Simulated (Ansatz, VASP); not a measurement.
Two plane-wave programs on Rh

```
Rh
1.0
     4.26738    0.00000    0.00000
    -2.13369    3.69566    0.00000
     0.00000    0.00000    2.61590
Rh
3
Direct
  0.00000 0.00000 0.00000
  0.33333 0.66667 0.50000
  0.66667 0.33333 0.50000
```

The cell was built by a generator and needn't be a form met in nature.

Alike in both runs: task relaxation of cell and atoms; functional PBEsol; k mesh 9 × 9 × 12; occupations fermi-dirac, width 0.1 eV; no spin polarisation.

```csv
,VASP,Ansatz
version,VASP 6.6.1,Ansatz 0.2.0
potentials or method,"VASP PAW PBE potentials, release 64 (Rh_pv)","plane waves (420 eV) with PAW, scalar-relativistic"
plane-wave cutoff (eV),600,420
valence electrons in the cell,45,51
```

```csv
,VASP,Ansatz,Ansatz less VASP
relaxed volume (Å³/atom),13.89,13.89,+0.007
relaxed cell length with the largest relative difference (Å),2.624,2.626,+0.0014
energy change over the relaxation (meV/atom),-1,-1,-0.1
```

The two sets of potentials don't hold the same shells in valence. Ansatz warned: «pseudo_functional_mismatch».

Caveats: the PAW data sets were made with another functional, which shifts forces and pressure a little (VASP).
